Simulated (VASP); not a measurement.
# CaS (Oldhamite) (Fm-3m) in VASP: notebook, part 2 of 2

VASP 6.6.1. The steps go on from the part before.

## (3) Single point, PBE

The input, INCAR:

```
SYSTEM = CaS
PREC     = Accurate       ! precision mode
ENCUT    = 520            ! plane-wave cutoff, eV
EDIFF    = 1E-6           ! SCF threshold, eV
ISMEAR   = 0              ! smearing method
SIGMA    = 0.02           ! smearing width, eV
LREAL    = .False.        ! projectors in reciprocal space
LASPH    = .True.         ! aspherical terms in the spheres
NELM     = 60             ! most SCF steps
ALGO     = Normal         ! electronic algorithm
ISIF     = 2              ! what is computed and relaxed
LWAVE    = .False.        ! write WAVECAR
LCHARG   = .False.        ! write CHGCAR
GGA      = PE             ! functional
NBANDS   = 15             ! bands
```

The input, KPOINTS:

```
regular mesh
0
Gamma
  8 8 8
  0 0 0
```

The input, POSCAR:

```
CaS
1.0
    0.0000000000      2.8560320322      2.8560320322
    2.8560320322      0.0000000000      2.8560320322
    2.8560320322      2.8560320322      0.0000000000
Ca S
1 1
Direct
    0.0000000000      0.0000000000      0.0000000000
    0.5000000000      0.5000000000      0.5000000000
```

Potentials or basis: VASP PAW PBE potentials, release 64 (Ca_sv, S).

Command:

```console
$ cat potpaw_PBE.64/Ca_sv/POTCAR potpaw_PBE.64/S/POTCAR > POTCAR
$ mpirun -np 1 vasp_std > vasp.out
```

OUTCAR:

```text
SYSTEM = CaS
   PREC = Accurate
   ENCUT = 520
   EDIFF = 1E-6
   ISMEAR = 0
   LREAL = .False.
   LASPH = .True.
   NELM = 60
   ISIF = 2
   GGA = PE

 ion  position               nearest neighbor table
   1  0.000  0.000  0.000-   2 2.86   2 2.86   2 2.86   2 2.86   2 2.86   2 2.86
   2  0.500  0.500  0.500-   1 2.86   1 2.86   1 2.86   1 2.86   1 2.86   1 2.86

  LATTYP: Found a face centered cubic cell.
 ALAT       =     5.7120640644

  Lattice vectors:

 A1 = (   0.0000000000,   2.8560320322,   2.8560320322)
 A2 = (   2.8560320322,   0.0000000000,   2.8560320322)
 A3 = (   2.8560320322,   2.8560320322,   0.0000000000)

Analysis of symmetry for initial positions (statically):
=====================================================================
 Subroutine PRICEL returns:
 Original cell was already a primitive cell.

 Routine SETGRP: Setting up the symmetry group for a
 face centered cubic supercell.

 Subroutine GETGRP returns: Found 48 space group operations
 (whereof 48 operations were pure point group operations)
 out of a pool of 48 trial point group operations.

The static configuration has the point symmetry O_h .

Analysis of symmetry for dynamics (positions and initial velocities):
=====================================================================
 Subroutine PRICEL returns:
 Original cell was already a primitive cell.

 Routine SETGRP: Setting up the symmetry group for a
 face centered cubic supercell.

 Subroutine GETGRP returns: Found 48 space group operations
 (whereof 48 operations were pure point group operations)
 out of a pool of 48 trial point group operations.

The dynamic configuration has the point symmetry O_h .

 Subroutine INISYM returns: Found 48 space group operations
 (whereof 48 operations are pure point group operations),
 and found     1 'primitive' translations

----------------------------------------------------------------------------------------

                                     Primitive cell

  volume of cell :      46.5928

[... 113 lines left out ...]
   GGA     = PE    functional components
   LHFCALC =     F    Hartree Fock is set to
   AEXX    =    0.0000 exact exchange contribution
   IVDW    =     0    specifies the selected vdW correction
   LEPSILON=     F    determine dielectric tensor
   LRPA    =     F    only Hartree local field effects (RPA)
 non-spin polarized calculation
 Gauss-broadening in eV      SIGMA  =   0.02
  energy-cutoff  :      520.00
  volume of cell :       46.59
 maximum number of plane-waves:      1283
   NGX = 15   NGY = 15   NGZ = 15

 number of electron      16.0000004 magnetization

 Free energy of the ion-electron system (eV)
  ---------------------------------------------------
  ext. energy  EPLUGINS =         0.00000000
  ---------------------------------------------------
  free energy    TOTEN  =       -10.36514282 eV

  energy without entropy =      -10.36514282  energy(sigma->0) =      -10.36514282

 E-fermi :   2.8763     XC(G=0):  -9.2767

 val. band max:        2.6645094903   @ k =   0.0000   0.0000   0.0000
 cond. band min:       5.0417174413   @ k =   0.5000   0.5000   0.0000
 fundamental gap:      2.3772079510
 Fermi energy:         2.8762751231

 k-point     1 :       0.0000    0.0000    0.0000
  band No.  band energies     occupation
      1     -36.5643      2.00000
      2     -17.5432      2.00000
      3     -17.5432      2.00000
      4     -17.5432      2.00000
      5      -8.6318      2.00000
      6       2.6645      2.00000
      7       2.6645      2.00000
      8       2.6645      2.00000
      9       6.7564      0.00000
     10       6.8303      0.00000
     11       6.8303      0.00000
     12       6.8303      0.00000
     13       7.4163      0.00000
     14       7.4163      0.00000
[... 401 lines left out ...]
      2     -17.6736      2.00000
      3     -17.5909      2.00000
      4     -17.5684      2.00000
      5      -7.8725      2.00000
      6       0.0624      2.00000
      7       1.1870      2.00000
      8       1.5141      2.00000
      9       7.6337      0.00000
     10       7.9529      0.00000
     11       9.0727      0.00000
     12       9.3788      0.00000
     13       9.6638      0.00000
     14      10.6284      0.00000
     15      11.8944      0.00000

 [... further k-points ...]
[... 5 lines left out ...]
  --------------------------------------------------------------------------------------
  -------------------------------------------------------------------------------------
  Total        0.0415923      0.0415923      0.0415923      0.0000000      0.0000000      0.0000000
  in kB        1.4302239      1.4302239      1.4302239      0.0000000      0.0000000      0.0000000
  external PRESSURE =       1.4302239 kB  Pullay stress =       0.0000000 kB

 VOLUME and BASIS-vectors are now :
 -----------------------------------------------------------------------------
  energy-cutoff  :      520.00
  volume of cell :       46.59
      direct lattice vectors                 reciprocal lattice vectors
     0.000000000  2.856032032  2.856032032    -0.175068064  0.175068064  0.175068064
     2.856032032  0.000000000  2.856032032     0.175068064 -0.175068064  0.175068064
     2.856032032  2.856032032  0.000000000     0.175068064  0.175068064 -0.175068064

 POSITION                                       TOTAL-FORCE (eV/Angst)
 -----------------------------------------------------------------------------------
      0.00000      0.00000      0.00000        -0.000000     -0.000000     -0.000000
      2.85603      2.85603      2.85603         0.000000      0.000000      0.000000
 -----------------------------------------------------------------------------------
    total drift:                               -0.000000      0.000000      0.000000

  FREE ENERGIE OF THE ION-ELECTRON SYSTEM (eV)
  ---------------------------------------------------
  free  energy   TOTEN  =       -10.3651428235 eV

  energy  without entropy=      -10.3651428235  energy(sigma->0) =      -10.36514282
```

OSZICAR:

```text
N       E                     dE             d eps       ncg     rms          rms(c)
DAV:   1     0.113474107992E+03    0.11347E+03   -0.75296E+03   870   0.995E+02
DAV:   2    -0.565537805184E+01   -0.11913E+03   -0.11322E+03  1101   0.256E+02
DAV:   3    -0.103945468986E+02   -0.47392E+01   -0.46989E+01  1167   0.494E+01
DAV:   4    -0.106218606290E+02   -0.22731E+00   -0.22716E+00  1286   0.902E+00
DAV:   5    -0.106232559478E+02   -0.13953E-02   -0.13952E-02  1152   0.781E-01    0.504E+00
DAV:   6    -0.103652460177E+02    0.25801E+00   -0.40069E-01  1052   0.326E+00    0.336E+00
DAV:   7    -0.103583175832E+02    0.69284E-02   -0.10853E-01  1107   0.205E+00    0.180E+00
DAV:   8    -0.103653101313E+02   -0.69925E-02   -0.20484E-02   968   0.117E+00    0.336E-01
DAV:   9    -0.103648349084E+02    0.47522E-03   -0.11193E-03  1115   0.319E-01    0.852E-02
DAV:  10    -0.103650989030E+02   -0.26399E-03   -0.31269E-04  1093   0.125E-01    0.276E-02
DAV:  11    -0.103651430502E+02   -0.44147E-04   -0.75992E-05  1031   0.712E-02    0.244E-02
DAV:  12    -0.103651428235E+02    0.22668E-06   -0.39769E-06  1102   0.140E-02
   1 F= -.10365143E+02 E0= -.10365143E+02  d E =-.135130E-52
```

Wall time 8.6 s (1 thread of AMD EPYC 9R45 (Zen 5), shared host); peak memory 0.15 GiB.

What came out:

```
Free energy            : -10.3651 eV
Pressure               : 0.1 GPa
Band gap on the k mesh : 2.38 eV, indirect (least direct gap 3.18 eV)
```

Levels at points of the mesh, in eV from the valence-band top:
| k point | band 6 | band 7 | band 8 | band 9 | band 10 | band 11 |
| --- | --- | --- | --- | --- | --- | --- |
| (0.00, 0.00, 0.00) | 0.00 | 0.00 | 0.00 | 4.09 | 4.17 | 4.17 |
| (0.50, 0.00, 0.00) | -3.06 | -1.14 | -1.14 | 5.20 | 6.03 | 6.17 |
| (0.50, 0.50, 0.00) | -2.26 | -0.80 | -0.80 | 2.38 | 5.59 | 5.97 |

A k mesh can miss the band edges.

## (4) Relaxation of cell and atoms, PBE

This run uses another cell than the first one, of 22.98 Å³/atom, 0.986 times its volume.

The input, INCAR:

```
  PREC = Accurate
  ENCUT = 600
  EDIFF = 1E-6
  ISMEAR = 0
  SIGMA = 0.02
  LREAL = F
  LASPH = T
  NELM = 60
  ALGO = Fast
  ISIF = 3
  LWAVE = F
  LCHARG = F
  GGA = PE
  IBRION = 2
  NSW = 100
  EDIFFG = -0.005
```

The input, KPOINTS:

```
regular mesh
0
Gamma
  8 8 8
```

The input, POSCAR:

```
CaS
1.0
    0.0000000000      2.8430000000      2.8430000000
    2.8430000000      0.0000000000      2.8430000000
    2.8430000000      2.8430000000      0.0000000000
Ca S
1 1
Direct
    0.0000000000      0.0000000000      0.0000000000
    0.5000000000      0.5000000000      0.5000000000
```

Command:

```console
$ cat potpaw_PBE.64/Ca_sv/POTCAR potpaw_PBE.64/S/POTCAR > POTCAR
$ mpirun -np 1 vasp_std > vasp.out
```

It took 32 s on 1 thread of AMD EPYC 9R45 (Zen 5), shared host; peak memory 0.17 GiB.

Results (log left out):

| Quantity | Value |
| --- | --- |
| Free energy | -10.3657 eV |
| Relaxed volume | 23.37 Å³/atom |
| Relaxed cell | a = 4.043 Å, b = 4.043 Å, c = 4.043 Å, α = 60.00°, β = 60.00°, γ = 60.00° |
| Space group after relaxing (to 0.05 Å) | Fm-3m (No. 225) |
| Energy gained by relaxing | 1.2 meV/atom |
| Ionic steps | 3 |
| Pressure after relaxing | 0.0 GPa |
| Band gap on the k mesh | 2.38 eV, indirect (least direct gap 3.18 eV) |

Step by step:
```
step  energy change (eV)  largest force (eV/Å)  pressure (GPa)  volume (Å³)
   1              0.0000                0.0000            1.00        45.96
   2             -0.0022                0.0000           -0.21        46.91
   3             -0.0024                0.0000           -0.01        46.74
```

Final structure:
```
Ca S
1.0
     0.00000    2.85898    2.85898
     2.85898    0.00000    2.85898
     2.85898    2.85898    0.00000
Ca S
1 1
Direct
  0.00000 0.00000 0.00000
  0.50000 0.50000 0.50000
```

Levels at points of the mesh, in eV from the valence-band top:
```
           k point  band 5  band 6  band 7  band 8  band 9  band 10  band 11  band 12
(0.00, 0.00, 0.00)  -11.29    0.00    0.00    0.00    4.07     4.17     4.17     4.17
(0.50, 0.00, 0.00)  -10.50   -3.05   -1.13   -1.13    5.20     6.02     6.16     6.16
(0.50, 0.50, 0.00)  -10.67   -2.25   -0.80   -0.80    2.38     5.58     5.96     6.74
```

A k mesh can miss the band edges. PBE usually gives volumes a little too large and moduli too small.
